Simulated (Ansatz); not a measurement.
# Band structure of MnS

```
CELL_PARAMETERS angstrom
0.00000 2.61225 2.61225
2.61225 0.00000 2.61225
2.61225 2.61225 0.00000
ATOMIC_POSITIONS crystal
Mn 0.00000 0.00000 0.00000
S 0.50000 0.50000 0.50000
```

Atoms are numbered in the order listed.

The cell comes from COD entry 9005930, which wasn't checked; take it as a given geometry.

Other magnetic orders may lie lower; this is the state that the run reached.

Level of theory: Ansatz 0.2.0, DFT, PBE, all-electron LAPW, scalar-relativistic.

Numerical set-up: a Γ-centred 12×12×12 k mesh, Fermi–Dirac smearing of 0.05 eV, basis error target 0.5 meV/atom, spin-polarised from start moments Mn1 4 μB, ending with a cell moment of 4.74 μB.

Points in fractions of the reciprocal vectors of this cell: Γ (0, 0, 0), X (0.5, 0, 0.5), U (0.625, 0.25, 0.625), K (0.375, 0.375, 0.75), L (0.5, 0.5, 0.5), W (0.5, 0.25, 0.75). The path joins them by straight lines in the order Γ–X–U–K–Γ–L–W–X; legs that retrace an earlier one aren't tabulated. Energies are in eV from the Fermi level.

Question: Metal or insulator at this level of theory?

Answer: No gap opens: metallic or semimetallic.

Question: Tabulate bands 14 to 19 of the spin-up channel, counted from the lowest band of the run, along the path.

Answer: 
```
k (1/Å)  point  band 14  band 15  band 16  band 17  band 18  band 19
   0.00      Γ    -3.28    -1.88    -1.88    -1.88     1.62     8.47
   0.30           -3.25    -1.85    -1.85    -1.75     2.97     7.38
   0.60           -3.16    -2.00    -2.00    -1.64     3.61     6.25
   0.90           -3.07    -2.43    -2.43    -1.86     1.48     5.61
   1.20      X    -3.04    -2.74    -2.74    -2.27     0.79     5.41
   1.31           -2.79    -2.75    -2.73    -2.26     0.96     5.46
   1.42           -2.76    -2.70    -2.37    -2.24     1.38     5.60
   1.52           -2.79    -2.64    -2.23    -1.91     1.91     5.84
   1.63      U    -2.82    -2.56    -2.24    -1.42     2.45     6.13
   1.81           -2.83    -2.57    -2.17    -1.44     3.19     6.19
   2.00           -2.84    -2.62    -2.06    -1.61     4.08     5.64
   2.18           -2.83    -2.57    -2.17    -1.44     3.19     6.19
   2.36      K    -2.82    -2.56    -2.24    -1.42     2.45     6.13
   2.68           -2.84    -2.30    -2.23    -0.09     3.76     6.33
   3.00           -2.96    -2.33    -1.92     0.13     4.46     6.12
   3.32           -3.21    -2.30    -1.83    -0.98     2.94     7.19
   3.64      Γ    -3.28    -1.88    -1.88    -1.88     1.62     8.47
   3.90           -3.30    -2.45    -1.40    -1.40     2.55     7.40
   4.16           -3.13    -2.66    -0.60    -0.60     3.48     6.83
   4.42           -2.95    -2.57     0.07     0.07     3.09     5.81
   4.68      L    -2.88    -2.50     0.35     0.35     2.78     5.31
   4.89           -2.88    -2.53    -0.31     0.06     3.47     4.87
   5.11           -2.88    -2.58    -1.30    -0.71     4.32     4.54
   5.32           -2.84    -2.62    -2.06    -1.61     4.08     5.64
   5.53      W    -2.68    -2.68    -2.45    -2.07     4.03     6.56
   5.68           -2.74    -2.67    -2.47    -2.09     3.24     6.33
   5.83           -2.74    -2.70    -2.53    -2.15     2.03     5.81
   5.98           -2.74    -2.73    -2.73    -2.24     1.13     5.50
   6.13      X    -3.04    -2.74    -2.74    -2.27     0.79     5.41
```
